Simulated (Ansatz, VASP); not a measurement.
**Mg: VASP beside Ansatz**

```
Mg
1.0
     0.00000    3.42753    3.42753
     3.42753    0.00000    3.42753
     3.42753    3.42753    0.00000
Mg
2
Direct
  0.00000 0.00000 0.00000
  0.25000 0.25000 0.25000
```

Alike in both runs: functional PBE; k mesh 9 × 9 × 9; occupations fermi-dirac, width 0.08 eV; no spin polarisation.

Ansatz relaxed the structure, and its values are those at the end. VASP's run is a single point on that final structure, the one shown.

```csv
,VASP,Ansatz
version,VASP 6.6.1,Ansatz 0.2.0
potentials or method,"VASP PAW PBE potentials, release 64 (Mg)","PAW with Ansatz's default frozen-core files, scalar-relativistic"
plane-wave cutoff (eV),520,420
valence electrons in the cell,4,20
```

|  | VASP | Ansatz | Ansatz less VASP |
| --- | --- | --- | --- |
| pressure (GPa) | 0.0 | 0.0 | +0.02 |

The two sets of potentials don't hold the same shells in valence.
